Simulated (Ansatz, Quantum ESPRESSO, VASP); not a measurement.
## HgTe: programs and potentials compared

```xyz
2
Lattice="0.0000 3.2145 3.2145 3.2145 0.0000 3.2145 3.2145 3.2145 0.0000" Properties=species:S:1:pos:R:3 pbc="T T T"
Hg    0.0000    0.0000    0.0000
Te    4.8217    4.8217    4.8217
```

Alike in all runs: task band structure; functional PBE; k mesh 7 × 7 × 7; occupations fermi-dirac, width 0.05 eV; no spin polarisation; no spin-orbit coupling. Pressure is positive in compression and, in plane waves, holds the error of the finite cutoff, which Ansatz's Pulay term estimates and takes out.

```tsv
program and potentials	plane-wave cutoff (eV)	notes	pressure (GPa)
Ansatz, Ansatz PAW	420	18 valence electrons an atom on average; Pulay term of +0.04 GPa included	4.56
Quantum ESPRESSO, SG15 PBE 1.2	952	18 valence electrons an atom on average	4.64
Ansatz, SPMS NC	680	18 valence electrons an atom on average	?
Ansatz, Ansatz PAW (files of its older set among them)	1000	18 valence electrons an atom on average	4.58
VASP, PBE PAW files Hg_sv_GW, Te_GW, 550 eV	550	13 valence electrons an atom on average	4.35
VASP, PBE PAW files Hg_sv_GW, Te_GW, 600 eV	600	13 valence electrons an atom on average	4.47
Ansatz, PseudoDojo stringent (PBE files)	1450	22 valence electrons an atom on average	4.51
VASP, PBE PAW files Hg, Te, release 54, 500 eV	500	9 valence electrons an atom on average	4.65
Ansatz, all-electron LAPW, scalar-relativistic	-	-	4.56
```

Problem. Estimate from the other rows what the run with Ansatz, SPMS NC gave.

Solution. Pressure 4.57 GPa. Its pressure holds a Pulay term of +0.08 GPa. The other rows, which needn't bracket it: pressure 4.35 to 4.65.
